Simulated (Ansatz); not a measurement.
This SiNi₂ structure is the end of a relaxation. It was relaxed at this level from a cell as deposited in COD.

The calculation used DFT PBE, scalar-relativistic, plane waves, PAW (Ansatz 0.2.0). Cutoff 420 eV, Γ-centred mesh, Gaussian smearing, no spin polarisation.

```yaml
crystal:
  lattice:
    - [3.91193, 0.00000, 0.00000]
    - [-1.95596, 3.38783, 0.00000]
    - [0.00000, 0.00000, 4.99145]
  atoms:
    - { symbol: Si, position: [0.33333, 0.66667, 0.75000] }
    - { symbol: Si, position: [0.66667, 0.33333, 0.25000] }
    - { symbol: Ni, position: [0.00000, 0.00000, 0.00000] }
    - { symbol: Ni, position: [0.00000, 0.00000, 0.50000] }
    - { symbol: Ni, position: [0.33333, 0.66667, 0.25000] }
    - { symbol: Ni, position: [0.66667, 0.33333, 0.75000] }
```

Formation energies are uncorrected and refer to the elements' standard structures at the same level.

(1) Find its symmetry and describe it.

(2) What is its formation energy per atom?

(3) Is it a metal?

Answers

(1) P6_3/mmc (No. 194), the Ni2In type. Conventional cell: a = 3.912 Å, c = 4.991 Å. Si is surrounded by 3 Ni at 2.26 Å and 8 Ni at 2.50–2.58 Å; Ni on a site of symmetry -3m is surrounded by 8 Ni at 2.50–2.58 Å and 6 Si at 2.58 Å; around Ni on a site of symmetry -6m2 lie 3 Si at 2.26 Å, 2 Si at 2.50 Å and 6 Ni at 2.58 Å.

(2) −0.50 eV/atom. Whether it is stable depends on the other phases of the system, which aren't compared here.

(3) Yes, bands cross the Fermi level on the 12×12×8 mesh.

The last run used a 12×12×8 mesh (in the run's order of axes) for its 6-atom cell and Gaussian smearing of 0.10 eV. Trial moments died out on the coarse mesh, so the last step has no spin; another magnetic start might hold. A later test with randomly moved atoms came back to the same energy, though modes that don't fit the test's cell weren't probed.
